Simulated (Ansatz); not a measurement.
Rows from a G0W0 calculation on BiOBr (P4/nmm) (Ansatz 0.2.0; G0W0 on LDA, plane waves, PAW; 4×4×2 mesh, 182 empty bands, screening to 75 eV), in eV. Spin-orbit coupling is left out.

The database entry behind the starting cell differs from later determinations by our own check (0.1 to 0.3 % short, probably kX units), so it need not match the best structure at ambient conditions.

| row | k | band | start | Σx | Σc at the solution | Vxc |
| --- | --- | --- | --- | --- | --- | --- |
| A | (0.000, -0.500, 0.000) | c1 | 11.512 | -11.380 | -3.553 | -15.901 |
| B | (0.000, -0.500, 0.000) | v1 | 7.130 | -21.183 | 2.693 | -18.395 |
| C | (0.000, 0.000, -0.500) | c2 | 9.615 | -9.470 | -3.617 | -14.000 |
| D | (0.000, 0.000, -0.500) | v2 | 6.820 | -19.998 | 2.883 | -16.730 |
| E | (0.000, 0.000, -0.500) | c1 | 9.333 | -9.795 | -3.399 | -13.925 |
| F | (0.000, 0.000, -0.500) | v1 | 7.124 | -19.785 | 2.497 | -16.951 |

Q: Work out each quasiparticle level and how far it moved.

The quasiparticle equation reads E = start + Σx + Σc(E) − Vxc.

| row | E (eV) | shift (eV) |
| --- | --- | --- |
| A | 12.480 | +0.968 |
| B | 7.036 | −0.095 |
| C | 10.528 | +0.913 |
| D | 6.436 | −0.385 |
| E | 10.064 | +0.730 |
| F | 6.787 | −0.337 |

Limits: not at the basis limit; no spin-orbit coupling; coarse k mesh.

[Runs of the session that timed out or met a known fault of the program may be left out.]

[Cells called generated may have been cut or substituted from an entry of the Crystallography Open Database or the Materials Project.]

[Hosts, paths, dates, database ids (printed as entryN), source tags and the programs' standing remarks are cut or masked in the printed files.]
